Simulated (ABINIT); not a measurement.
Runs of ABINIT 10.8.3 (patched build) on HfO2. It takes space group Fm-3m (No. 225, cubic). Conventional cell: a = 5.115 Å, b = 5.115 Å, c = 5.115 Å, α = 90.00°, β = 90.00°, γ = 90.00°. Hf (site symmetry m-3m) has 8 O at 2.21 Å as nearest neighbours. O (site symmetry -43m) is surrounded by 4 Hf at 2.21 Å. Measurements of this composition are mostly on another form, of space group No. 14.

| task | level | potentials or basis | k mesh | cutoff (eV) | fine-grid cutoff | mesh quality | gap on the mesh (eV) | pressure (GPa) | V0 of scaled cells (Å³/atom) | B0 (GPa) |
| --- | --- | --- | --- | --- | --- | --- | --- | --- | --- | --- |
| band structure | BP86 | JTH PAW PBE v2.0 | 9 × 9 × 9 | 626 | 1224.51 eV | not flagged | 3.82 | -5.8 | - | - |
| equation of state | WC | JTH PAW PBE v2.0 | 9 × 9 × 9 | 626 | 1224.51 eV | not flagged | - | - | 10.60 | 272 |
| band structure | HCTH407 | JTH PAW PBE v2.0 | 9 × 9 × 9 | 626 | 1224.51 eV | not flagged | (b) | (a) | - | - |
| band structure | PBEsol | PseudoDojo NC SR PBEsol v0.4.1 standard | 9 × 9 × 9 | 1143 | - | not flagged | 3.75 | -13.1 | - | - |
| band structure | LDA-PZ | JTH PAW LDA v2.0 | 9 × 9 × 9 | 626 | 1224.51 eV | not flagged | 3.63 | -19.7 | - | - |
| single point | LDA | JTH PAW LDA v2.0 | 5 × 5 × 5 | 626 | 1224.51 eV | coarse | 3.83 | (c) | - | - |
| equation of state | revPBE+D3 | JTH PAW PBE v2.0 | 9 × 9 × 9 | 626 | 1224.51 eV | not flagged | - | - | (d) | 252 |
| band structure | SOGGA | JTH PAW PBE v2.0 | 9 × 9 × 9 | 626 | 1224.51 eV | not flagged | 3.69 | -14.3 | - | - |
| equation of state | RPBE | JTH PAW PBE v2.0 | 9 × 9 × 9 | 626 | 1224.51 eV | not flagged | - | - | 11.13 | 237 |

Alike in all rows: no spin polarisation; cell as given; smearing fermi-dirac 0.05 eV.

Q: Estimate the missing entries.

A: (a) -7.1; (b) 3.97; (c) -20.0; (d) 10.79.

Caveats: some runs use coarse meshes; the PAW data sets were made with another functional, which shifts forces and pressure a little (some runs); spin-orbit coupling is left out, which moves the levels of the heavy elements (some runs); the mesh misses the band edges, which the band path finds closer together (some runs); pressures at fixed basis lie under the slope of the energies (some runs); so large a pressure means that the cell lies far from this level's equilibrium, or that cutoff or potentials fall short (some runs); an odd mesh through Γ misses points on the zone boundary, where band edges often lie (some runs).

A k mesh can miss the band edges, and the runs leave out spin-orbit coupling on Hf.

Runs at the PBE level aren't shown here.
